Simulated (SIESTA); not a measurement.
The system is As.

```xyz
1
Lattice="2.7037 0.0000 0.0000 0.0000 2.7037 0.0000 0.0000 0.0000 2.7037" Properties=species:S:1:pos:R:3 pbc="T T T"
As    1.3518    1.3518    1.3518
```

This isn't the form of As at room conditions, which is rhombohedral.

* Program: SIESTA 5.4.2
* Task: relaxation of cell and atoms
* Functional: BLYP
* Potentials or basis: PseudoDojo 0.4 standard (PBE files)
* Basis: DZP (energy shift 0.003 Ry; two zetas on semicore shells)
* Grid cutoff: 500 Ry
* Energy shift: 0.003 Ry
* k mesh: 7 × 7 × 7
* Occupations: fermi-dirac, width 0.05 eV
* Spin: no spin polarisation

At the start: pressure 11.8 GPa; volume 19.76 Å³/atom.

Question: Where does the relaxation end?

Answer: Over 6 steps the energy falls by 101.4 meV/atom and the volume is 22.86 Å³/atom (+15.7 %); space group Pm-3m (No. 221, to 0.05 Å).

The path:
| step | energy change (eV) | largest force (eV/Å) | pressure (GPa) | volume (Å³) |
| --- | --- | --- | --- | --- |
| 1 | 0.0000 | 0.0000 | 11.85 | 19.76 |
| 2 | -0.0051 | 0.0000 | 11.39 | 19.84 |
| 3 | -0.0911 | 0.0000 | 3.02 | 21.85 |
| 4 | -0.1011 | 0.0000 | 0.46 | 22.74 |
| 5 | -0.1015 | 0.0000 | -0.12 | 22.91 |
| 6 | -0.1014 | 0.0000 | 0.02 | 22.86 |

Final structure:
```
CELL_PARAMETERS angstrom
2.83808 0.00000 0.00000
0.00000 2.83808 0.00000
0.00000 0.00000 2.83808
ATOMIC_POSITIONS crystal
As 0.50000 0.50000 0.50000
```

Caveat: the volume moved by over 15 % at a fixed basis, so the end points are rough; the potentials were made for another functional, which shifts forces and pressure; the basis of atomic orbitals isn't converged, which shifts pressures, moduli and gaps.
